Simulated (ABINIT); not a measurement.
## HfO2 in ABINIT: the effect of functional

Crystal: HfO2.

```
Hf O
1.0
     0.00000    2.55750    2.55750
     2.55750    0.00000    2.55750
     2.55750    2.55750    0.00000
Hf O
1 2
Direct
  0.00000 0.00000 0.00000
  0.75000 0.75000 0.75000
  0.25000 0.25000 0.25000
```

Measurements of this composition are mostly on another form, of space group No. 14.

Alike in all runs:

```yaml
Program: ABINIT 10.8.3 (patched build)
Task: single point
Potentials_or_basis: JTH PAW PBE v2.0
Cutoff: 762 eV
k_mesh: 9 × 9 × 9
Occupations: fermi-dirac, width 0.05 eV
Spin: no spin polarisation
```

```csv
functional,gap on the mesh (eV),pressure (GPa)
PBE,3.84,-6.0
LDA,?,?
PBEsol,3.72,-13.3
RPBE,3.96,-1.1
BLYP,3.90,0.4
AM05,3.76,-13.3
r2SCAN,4.34,-12.2
SCAN,4.23,-14.4
revPBE,3.93,-2.4
PW91,3.83,-6.8
WC,3.72,-13.1
```

**Question.** What does the run with functional LDA give?

**Answer.** gap on the mesh 3.62 eV; pressure -19.5 GPa.

Caveats: spin-orbit coupling is left out, which moves the levels of the heavy elements; an odd mesh through Γ misses points on the zone boundary, where band edges often lie; the PAW data sets were made with another functional, which shifts forces and pressure a little (some runs).
